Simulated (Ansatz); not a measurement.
Crystal: PbS.

```
CELL_PARAMETERS angstrom
2.07995 -5.99130 0.00000
2.07995 5.99130 0.00000
0.00000 0.00000 4.27932
ATOMIC_POSITIONS crystal
Pb 0.13056 0.86944 0.25000
Pb 0.86944 0.13056 0.75000
S 0.35480 0.64520 0.25000
S 0.64520 0.35480 0.75000
```

Measurements of this composition are mostly on another form, of space group No. 225.

| Quantity | Value |
| --- | --- |
| Program | Ansatz 0.2.0 |
| Task | relaxation of cell and atoms |
| Functional | PBEsol |
| Potentials or basis | Ansatz PAW |
| Cutoff | 420 eV (not typed: the program's choice for these potentials) |
| k mesh | 7 × 7 × 6 |
| Occupations | fermi-dirac, width 0.05 eV |
| Spin | no spin polarisation |

At the start: volume 26.66 Å³/atom.

Question: Where does the relaxation end?

Answer: It ends after 5 steps and the volume is 25.18 Å³/atom (-5.6 %); space group Cmcm (No. 63, to 0.05 Å).

Step by step:
```tsv
step	energy change (eV)	largest force (eV/Å)	volume (Å³)
1	0.0000	0.0341	106.65
2	-0.0200	0.1000	97.68
3	-0.0350	0.0161	101.14
4	-0.0356	0.0056	100.71
5	-0.0351	0.0057	100.71
```

Final structure:
```
CELL_PARAMETERS angstrom
2.05081 -5.80434 0.00000
2.05081 5.80434 0.00000
0.00000 0.00000 4.23042
ATOMIC_POSITIONS crystal
Pb 0.12714 0.87286 0.25000
Pb 0.87286 0.12714 0.75000
S 0.35865 0.64135 0.25000
S 0.64135 0.35865 0.75000
```

Caveat: the plane-wave basis is chosen anew once the cell has moved, so the energies of steps on either side of that aren't comparable; the PAW data sets come from PBE, with cores solved anew for the run's functional, which leaves a small shift of forces and pressure.
